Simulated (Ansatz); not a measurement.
MoP:

```xyz
2
Lattice="3.2230 0.0000 0.0000 -1.6115 2.7912 0.0000 0.0000 0.0000 3.1910" Properties=species:S:1:pos:R:3 pbc="T T T"
Mo    0.0000    0.0000    0.0000
P     0.0000    1.8608    1.5955
```

- Program: Ansatz 0.2.0
- Task: relaxation of cell and atoms
- Functional: revPBE
- Dispersion: D4
- Potentials or basis: all-electron LAPW, scalar-relativistic
- Basis error allowed: 0.001 eV/atom
- k mesh: 10 × 10 × 8
- Occupations: fermi-dirac, width 0.05 eV
- Spin: no spin polarisation

At the start: volume 14.35 Å³/atom.

Task: Where does the relaxation end?

Result: Over 5 steps the energy falls by 8.1 meV/atom and the volume is 13.95 Å³/atom (-2.8 %); space group P-6m2 (No. 187, to 0.05 Å).

The path:
```
step  energy change (eV)  largest force (eV/Å)  volume (Å³)
   1              0.0000                0.0000        28.71
   2             -0.0120                0.0000        27.62
   3             -0.0161                0.0000        27.92
   4             -0.0162                0.0000        27.91
   5             -0.0162                0.0000        27.91
```

Final structure:
```
Mo P
1.0
     3.18780    0.00000    0.00000
    -1.59390    2.76071    0.00000
     0.00000    0.00000    3.17098
Mo P
1 1
Cartesian
  0.0000 0.0000 0.0000
  0.0000 1.8405 1.5855
```
